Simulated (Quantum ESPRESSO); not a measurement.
## Al2Au under changes of volume

One of the cells (18.000 Å³/atom); the others are scaled copies at fixed shape and fractional positions:

```
CELL_PARAMETERS angstrom
0.00000 3.00000 3.00000
3.00000 0.00000 3.00000
3.00000 3.00000 0.00000
ATOMIC_POSITIONS crystal
Au 0.00000 0.00000 0.00000
Al 0.75000 0.75000 0.75000
Al 0.25000 0.25000 0.25000
```

```yaml
Program: Quantum ESPRESSO 7.5
Functional: LDA
Potentials_or_basis: GBRV 1.5 LDA
Cutoff: 612 eV
Density_cutoff: 4898 eV
k_mesh: 8 × 8 × 8
Occupations: fermi-dirac, width 0.05 eV
Spin: no spin polarisation
```

```csv
volume (Å³/atom),energy over the lowest point (meV/atom),pressure (GPa)
16.920,9.49,5.0
17.280,1.64,2.1
17.640,0.00,-0.5
18.000,3.74,-2.8
18.360,12.22,-4.8
18.720,?,?
19.080,41.38,-8.1
```

Q: What does the run at 18.720 Å³/atom give?

A: Energy over the lowest point 24.93 meV/atom; pressure -6.6 GPa.

Worked out: A Birch-Murnaghan fit of order 3 (a polynomial in V^(-2/3)) to the other rows has its minimum at 17.57 Å³/atom with B0 = V·E''(V) = 121 GPa and B' = 5.2. It gives 24.96 meV/atom at 18.720 Å³/atom, against the run's 24.93, and -dE/dV = -6.5 GPa, against -6.6.

Energies are extrapolated to zero smearing.
